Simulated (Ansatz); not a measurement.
Runs of Ansatz 0.2.0 on I. The structure is orthorhombic, space group Cmce (No. 64). The conventional cell has a = 7.270 Å, b = 4.790 Å, c = 9.793 Å, α = 90.00°, β = 90.00°, γ = 90.00°. Around I (site symmetry m) lie 1 I at 2.68 Å. 

```tsv
level	share of exact exchange	gap on the mesh (eV)	pressure (GPa)	largest force (eV/Å)
r2SCAN0 form with a typed share of exact exchange	0.15	2.38	0.9	0.33
r2SCAN0 form with a typed share of exact exchange	0.35	3.59	0.4	0.03
r2SCAN0 form with a typed share of exact exchange	0.5	4.53	0.1	0.27
r2SCAN0	0.25	(a)	0.7	0.14
r2SCAN0 form with a typed share of exact exchange	0.1	2.09	(c)	(b)
```

Alike in all rows: task single point; potentials or basis Ansatz PAW; no spin polarisation; cell as given; k mesh 4 × 4 × 2; cutoff (eV) 500; smearing fermi-dirac 0.05 eV.

Task: Estimate the missing entries.

Result: (a) 2.98; (b) 0.43; (c) 1.0.

Caveats: spin-orbit coupling is left out, which moves the levels of the heavy elements; the PAW data sets come from PBE, with cores solved anew for the run's functional, which leaves a small shift of forces and pressure; the thresholds are loose for stress.

A k mesh can miss the band edges, and the runs leave out spin-orbit coupling on I.
